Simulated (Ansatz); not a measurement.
The cell below derives from a database structure.

Input and command of a plane-wave DFT calculation in Ansatz:

```yaml
crystal:
  lattice:
    - [4.4380002, 0.0, 0.0]
    - [0.0, 4.4380002, 0.0]
    - [0.0, 0.0, 4.4380002]
  atoms:
    - { symbol: Co, position: [0.13999999, 0.13999999, 0.13999999] }
    - { symbol: Co, position: [0.36000001, 0.86000001, 0.63999999] }
    - { symbol: Co, position: [0.63999999, 0.36000001, 0.86000001] }
    - { symbol: Co, position: [0.86000001, 0.63999999, 0.36000001] }
    - { symbol: Si, position: [0.84299999, 0.84299999, 0.84299999] }
    - { symbol: Si, position: [0.65700001, 0.15700001, 0.34299999] }
    - { symbol: Si, position: [0.34299999, 0.65700001, 0.15700001] }
    - { symbol: Si, position: [0.15700001, 0.34299999, 0.65700001] }
basis:
  ecutwfc: 420
kpoints:
  mp_grid: { grid: [8, 8, 8] }
hamiltonian:
  xc: pbe
scf:
  occupations: { method: gaussian, width: 0.1 }
output:
  forces: true
  stress: true
  eigenvalues: true
relax:
  adjacent_minimum: "off"
  f_tol: 0.01
  max_steps: 80
  cell: { stress_tol: 0.05 }
```

```bash
ansatz run input.yaml --threads 1 --pin off --max-ram 2560MiB --backend cpu --events-out ev --progress --plain --runs-dir out
```

Processor: Arm Neoverse V1, 1 thread, on a host shared with other jobs.

Question: Estimate time, memory and problem size.

Answer: About 2.1 min, peak memory 0.42 GiB. It solves 51 bands at 45 k points (after reduction by symmetry) with about 1743 plane waves (on the last cell), in 36 SCF iterations over 6 ionic steps.
